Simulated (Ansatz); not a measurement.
A run of Ansatz 0.2.0 is set up as follows.

input.yaml

```yaml
crystal:
  lattice:
    - [0.0, 1.8075, 1.8075]
    - [1.8075, 0.0, 1.8075]
    - [1.8075, 1.8075, 0.0]
  atoms:
    - { symbol: Cu, position: [0.0, 0.0, 0.0] }
kpoints:
  mp_grid: { grid: [13, 13, 13] }
scf:
  occupations: { method: fermi_dirac, width: 0.05 }
hamiltonian:
  xc: pbesol
  pseudopotentials: { kind: all_electron, lapw: { basis_error: 0.001 } }
output:
  forces: true
  stress: true
relax:
  f_tol: 0.005
  max_steps: 60
  cell: { p_target: 20 }
```

Potentials or basis: all-electron LAPW, scalar-relativistic.

Run with:

```sh
$ ansatz run input.yaml --threads 1 --pin off --max-ram 3072MiB --backend cpu --events-out ev --progress --plain --runs-dir out
```

Question: What does it give for the space group after relaxing (to 0.05 Å)?

Answer: Fm-3m (No. 225).

Question: What does it give for the relaxed volume?

Answer: 10.30 Å³/atom.

Question: Estimate the relaxed cell.

Answer: a = 2.442 Å, b = 2.442 Å, c = 2.442 Å, α = 60.00°, β = 60.00°, γ = 60.00°.

Step by step:
```tsv
step	energy change (eV)	largest force (eV/Å)	volume (Å³)
1	0.0000	0.0000	11.81
2	0.0043	0.0000	10.76
3	0.0641	0.0000	10.17
4	0.0455	0.0000	10.31
5	0.0468	0.0000	10.30
6	0.0468	0.0000	10.30
```
